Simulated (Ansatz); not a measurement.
# InAs (F-43m) in Ansatz: notebook

Aim: see how the results for InAs move with the level of theory and the settings. Levels: LDA, PBEsol. Tasks: band structure, phonons, elastic constants.

Program: Ansatz 0.2.0. These are calculated values, not measurements. Logs are shortened: lines on timing, memory, paths and dates and some standing lists are left out, and cuts for length are marked.

**Experimental background.**

From a printed reference work, data compilation, for a bulk crystal of InAs at 4.2 K: band gap 0.418 eV (direct).

The runs below are set against these values where they give the same quantity.

## Step 1: Starting point

Symmetry: F-43m, No. 216, cubic system. Conventional cell: a = 6.036 Å, b = 6.036 Å, c = 6.036 Å, α = 90.00°, β = 90.00°, γ = 90.00°. In (site symmetry -43m) has 4 As at 2.61 Å as nearest neighbours. Around As (site symmetry -43m) lie 4 In at 2.61 Å.

## Step 2: Band structure, LDA

input.yaml reads:

```yaml
crystal:
  lattice:
    - [0.0, 3.018, 3.018]
    - [3.018, 0.0, 3.018]
    - [3.018, 3.018, 0.0]
  atoms:
    - { symbol: In, position: [0.0, 0.0, 0.0] }
    - { symbol: As, position: [0.75, 0.75, 0.75] }
kpoints:
  mp_grid: { grid: [8, 8, 8] }
  band_path:
    path:
      - [0.0, 0.0, 0.0]
      - [0.5, 0.0, 0.5]
      - [0.5, 0.25, 0.75]
      - [0.375, 0.375, 0.75]
      - [0.0, 0.0, 0.0]
      - [0.5, 0.5, 0.5]
      - [0.625, 0.25, 0.625]
      - [0.5, 0.25, 0.75]
    npoints: 12
scf:
  occupations: { method: fermi_dirac, width: 0.05 }
hamiltonian:
  xc: lda
  pseudopotentials: { kind: all_electron, lapw: { basis_error: 0.001 } }
output:
  forces: true
  stress: true
  eigenvalues: true
```

Potentials or basis: all-electron LAPW, scalar-relativistic.

On the command line:

```sh
ansatz run input.yaml --threads 1 --pin off --max-ram 3072MiB --backend cpu --events-out ev --progress --plain --runs-dir out
```

Standard output:

```text
Warning: RAYON_NUM_THREADS=1 ignored (pool sized by the plan → 1); use --threads N
LAPW: plane waves up to 8.623 Å⁻¹, error target 1.0e-3 eV per atom; small_component_spin mean_spin; As in spheres of 1.266 Å, 23 of its electrons in bands, Dirac shells []; In in spheres of 1.348 Å, 21 of its electrons in bands, Dirac shells [] (how accurate: hamiltonian.pseudopotentials.lapw.basis_error, Limitations)
Engine: ansatz 0.2.0, x86_64-unknown-linux-gnu
Pseudopotentials: kind: all_electron
Pseudopotential: In, LAPW, valence charge 21, lapw/all_electron/scalar/gaussian/In, Koelling and Harmon's equation, gaussian nucleus
Pseudopotential: As, LAPW, valence charge 23, lapw/all_electron/scalar/gaussian/As, Koelling and Harmon's equation, gaussian nucleus
Functional definition: SPW92
  exchange = slater_x
  correlation = pw_c
Crystal: 2 atoms, lattice volume = 54.978 Å³
Basis set: ecut = 283.318957750215 eV, 609 PW (Γ), exchange–correlation at level 2
Bands: 27, of which v1, the nominal top of the filled ones, is band 22 counted from 1 (21 counted from 0)
Symmetry: 24 space group operations
Space group: F-43m (ITA 216), of the structure as read, at distance tolerance 3.8e-5 Å
k-points: 29 of 512 (time reversal used)
Non-local potential: In, projectors of the file, none
Non-local potential: As, projectors of the file, none
Initial density: superposition of atomic densities (chi_scale 0.1, normalization cell, long waves kept (reshape's long-wave potential 0.00 eV rms))
Initial wavefunctions: plane waves of lowest kinetic energy (no species holds an atomic orbital)
Functional: x = slater, c = lda
iter 1 solved again at ethr=1.82e-3 eV; its pass at ethr=1.00e-1 eV (dr2=8.02e-1 eV) is discarded
SCF iter   1: F=—  HF=-221347.745242 eV  |F-HF|=—  |Δ(HF+E_count)|=         —  Δρ=2.83e-2  dr2=8.03e-1  ethr=1.82e-3  ⟨swp⟩=2.0  Hψ=4983  notcnv=0
preconditioner: auto → none  [insulator: Δε(μ)=1.247 eV  Ē_g=15.054 eV  σ=0.050 eV  W_gap=0.78  n_scr=14 (ndim 8)  ℏωp=21.2 eV  f_vac=0.132  D(μ)=0.06/eV (n_scr^D=0)  ε∞_Penn≈3.0]
iter 2 solved again at ethr=9.05e-5 eV; its pass at ethr=1.82e-3 eV (dr2=3.98e-2 eV) is discarded
SCF iter   2: F=—  HF=-221347.470306 eV  |F-HF|=—  |Δ(HF+E_count)|=   2.75e-1  Δρ=8.87e-3  dr2=3.98e-2  ethr=9.05e-5  ⟨swp⟩=2.0  Hψ=4006  notcnv=0
SCF iter   3: F=—  HF=-221347.445042 eV  |F-HF|=—  |Δ(HF+E_count)|=   2.53e-2  Δρ=4.34e-3  dr2=1.06e-2  ethr=9.05e-5  ⟨swp⟩=2.0  Hψ=2332  notcnv=0
SCF iter   4: F=—  HF=-221347.442246 eV  |F-HF|=—  |Δ(HF+E_count)|=         —  Δρ=1.88e-3  dr2=2.25e-3  ethr=2.41e-5  ⟨swp⟩=2.0  Hψ=2191  notcnv=0
the basis was enlarged: its passes take 86.5 KiB over the memory plan, 1 of 1 planned eigensolver slots
SCF iter   5: F=—  HF=-221347.441382 eV  |F-HF|=—  |Δ(HF+E_count)|=   8.64e-4  Δρ=4.22e-4  dr2=1.16e-4  ethr=5.11e-6  ⟨swp⟩=2.0  Hψ=2191  notcnv=0
SCF iter   6: F=—  HF=-221347.441350 eV  |F-HF|=—  |Δ(HF+E_count)|=   3.17e-5  Δρ=5.51e-5  dr2=1.36e-6  ethr=2.64e-7  ⟨swp⟩=2.0  Hψ=2191  notcnv=0
SCF iter   7: F=-221347.441350 eV  HF=-221347.441350 eV  |F-HF|=8.00e-9  |Δ(HF+E_count)|=   3.30e-7  Δρ=6.67e-6  dr2=2.15e-8  ethr=3.09e-9  ⟨swp⟩=2.0  Hψ=2191  notcnv=0
SCF 1 converged in 7 iterations: F = -221347.441350 eV  dr2 = 2.15e-8
NSCF: frozen V_eff on 85 k-points
SCF converged after 7 iterations
Free energy (F): -221347.441350 eV
Harris-Foulkes:  -221347.441350 eV  (|F-HF|=8.00e-9)
Internal energy: -221347.440817 eV  (E = F + TS)
E sigma→0 (E₀):  -221347.441083 eV
Entropy (-TS):   -0.000533 eV (-0.266 meV/atom)
Fermi energy:    9.482571 eV
--- Per-component energies (eV) ---
  E_band       = -1921.147490
  E_kinetic    = 230584.106097
  E_xc         = -6409.367635
  E_electrostatic = -445522.179278  (all electrons and nuclei)
  E_smearing   = -0.000533  (= −TS)
  E_closure    = 0.000000  (closes the sum)
  E_atoms      = -221338.428622  (free atoms, spherical and without spin; not in F)
  Σ components = -221347.441350   (vs F -221347.441350, Δ=0.00e0)
  Basis errors (estimates in eV, not in F): energy 4.3e-4 per atom: plane waves 4.0e-4 (2.3e-4 summed), levels above the bands 5.5e-75, relativity 4.2e-9, radial functions 3.1e-5, core shells 4.1e-7; eigenvalues (radial functions only) 1.2e-6; not estimated: angular momenta, meshes, grids; target (lapw.basis_error) 1.0e-3; muffin-tin radii As 1.266 Å, In 1.348 Å
--- Forces (eV/Å), atoms counted from 1 ---
  atom   1  In     0.00000000    -0.00000000    -0.00000000
  atom   2  As    -0.00000000     0.00000000    -0.00000000
  max |Σ_I F_I| component: 4.63e-18 eV/Å
--- Stress (GPa, compression-positive) ---
       -0.270134      -0.000000      -0.000000
       -0.000000      -0.270134       0.000000
       -0.000000       0.000000      -0.270134
  P = ⅓ Tr σ = -0.2701 GPa (-2.701 kbar)
--- Band table (eV; the first three rows and the last of 29) ---
  k-point 0: bands = ["-174.2202", "-118.1358", "-118.1358", "-118.1358", "-105.4130", "-64.0119", "-64.0119", "-64.0119", "-25.6986", "-25.6986", "-25.6986", "-25.6902", "-25.6902", "-4.9096", "-4.9096", "-4.9096", "-4.7782", "-4.7782", "-2.5393", "9.0210", "9.4358", "9.4358", "9.4358", "13.2718", "13.2718", "13.2718", "16.7291"]
  k-point 1: bands = ["-174.2202", "-118.1358", "-118.1358", "-118.1358", "-105.4130", "-64.0119", "-64.0119", "-64.0119", "-25.6986", "-25.6985", "-25.6985", "-25.6902", "-25.6902", "-4.9318", "-4.9034", "-4.9034", "-4.7784", "-4.7784", "-2.3747", "7.4487", "9.2389", "9.2389", "10.4097", "13.4067", "13.5558", "13.5558", "17.5869"]
  k-point 2: bands = ["-174.2202", "-118.1358", "-118.1358", "-118.1358", "-105.4130", "-64.0119", "-64.0119", "-64.0119", "-25.6986", "-25.6985", "-25.6985", "-25.6901", "-25.6901", "-4.9814", "-4.8903", "-4.8903", "-4.7772", "-4.7772", "-1.9251", "5.6425", "8.8531", "8.8531", "10.5308", "13.9955", "13.9955", "14.4837", "17.6324"]
  k-point 28: bands = ["-174.2202", "-118.1358", "-118.1358", "-118.1358", "-105.4130", "-64.0120", "-64.0120", "-64.0119", "-25.6986", "-25.6986", "-25.6981", "-25.6902", "-25.6899", "-5.0811", "-4.8576", "-4.8324", "-4.7949", "-4.7701", "-0.4441", "3.6278", "6.4343", "6.5083", "13.5740", "13.6506", "14.3181", "15.4189", "19.1406"]
```

It took 45 s on 1 thread of Intel Xeon at 2.50GHz (Skylake/Cascade Lake), shared host; peak memory 0.32 GiB.

Results:

* Free energy: -221347.4413 eV
* Pressure: -0.3 GPa
* Band gap along the path: none (metal or under the smearing width)

Levels at the corners of the path, in eV from the Fermi level:
```
point  band 20  band 21  band 22  band 23  band 24  band 25
    Γ    -0.46    -0.05    -0.05    -0.05     3.79     3.79
    X    -6.00    -2.41    -2.41     1.37     1.91     8.98
    W    -5.85    -3.05    -2.97     4.09     4.17     4.84
    K    -5.86    -3.38    -2.03     1.95     4.14     7.14
    Γ    -0.46    -0.05    -0.05    -0.05     3.79     3.79
    L    -5.92    -1.05    -1.05     0.75     4.58     4.58
    U    -5.86    -3.38    -2.03     1.95     4.14     7.14
    W    -5.85    -3.05    -2.97     4.09     4.17     4.84
```

Caveat: spin-orbit coupling is left out, which moves the levels of the heavy elements; this crystal is a semiconductor, whose small gap the functional closes, so the metal is an error of the method.

## Step 3: Band structure, PBEsol, spin-orbit coupling, no magnetisation

input.yaml: that of step 2 with these lines changed.

```diff
@@ -9,3 +9,3 @@
 kpoints:
-  mp_grid: { grid: [8, 8, 8] }
+  mp_grid: { grid: [6, 6, 6] }
   band_path:
@@ -24,4 +24,7 @@
 hamiltonian:
-  xc: lda
+  xc: pbesol
   pseudopotentials: { kind: all_electron, lapw: { basis_error: 0.001 } }
+magnetization:
+  noncollinear: true
+  spin_orbit: true
 output:
```

Potentials or basis: all-electron LAPW, relativistic spinors.

On the command line:

```sh
ansatz run input.yaml --threads 1 --pin off --max-ram 3072MiB --backend cpu --events-out ev --progress --plain --runs-dir out
```

Run time: 2.8 min. Hardware: 1 thread of Intel Xeon at 2.50GHz (Skylake/Cascade Lake), shared host; peak memory 0.46 GiB.

It converged, with:

```
Free energy             : -221501.1587 eV
Pressure                : 1.5 GPa
Band gap along the path : none (metal or under the smearing width)
```

Levels at the corners of the path, in eV from the Fermi level:
```tsv
point	band 42	band 43	band 44	band 45	band 46	band 47
Γ	-0.35	0.00	0.00	0.00	0.00	3.43
X	-2.48	-2.48	-2.48	1.32	1.32	1.87
W	-3.12	-3.08	-2.98	3.97	4.10	4.14
K	-3.45	-2.10	-2.10	1.90	1.91	4.08
Γ	-0.35	0.00	0.00	0.00	0.00	3.43
L	-1.25	-1.00	-1.00	0.77	0.77	4.42
U	-3.45	-2.10	-2.10	1.90	1.91	4.08
W	-3.12	-3.08	-2.98	3.97	4.10	4.14
```

Caveat: the k mesh is thin for a metal, which can move the energy by tens of meV per atom; this crystal is a semiconductor, whose small gap the functional closes, so the metal is an error of the method.

[end of part 1 of 3]
